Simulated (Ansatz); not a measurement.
**SrO (Fm-3m), a sublattice moved along a line**

Computed with Ansatz, DFT r2SCAN, scalar-relativistic, plane waves, PAW. Cutoff 500 eV, Γ-centred 8×8×8 k-points, Gaussian smearing of 0.05 eV. No spin polarisation. Energies are free energies at this smearing, counted from the undisturbed cell; pressure is positive in compression.

Zero of the scan (relaxed at this level):

```
Sr O
1.0
     0.00000    2.58015    2.58015
     2.58015    0.00000    2.58015
     2.58015    2.58015    0.00000
Sr O
1 1
Cartesian
  0.0000 0.0000 0.0000
  2.5801 2.5801 2.5801
```

Every Sr atom is moved by x along the Cartesian unit vector (0.577, 0.577, 0.577); the cell and all other atoms stay fixed.

| x (Å) | ΔE (meV/cell) |
| --- | --- |
| -0.5000 | 314.4 |
| -0.2500 | 73.5 |
| 0.0000 | 0.0 |
| 0.0625 | 4.4 |
| 0.1250 | 17.9 |
| 0.1875 | 40.8 |
| 0.3125 | 116.7 |
| 0.3750 | 171.0 |
| 0.4375 | 236.8 |

**Question.** Predict the force along x on the moved atoms (eV/Å) at each point.

**Answer.**
```
  x (Å) force along x on the moved atoms (eV/Å)
-0.5000                                     1.34
-0.2500                                     0.61
 0.0000                                     0.00
 0.0625                                    -0.14
 0.1250                                    -0.29
 0.1875                                    -0.44
 0.3125                                    -0.78
 0.3750                                    -0.96
 0.4375                                    -1.15
```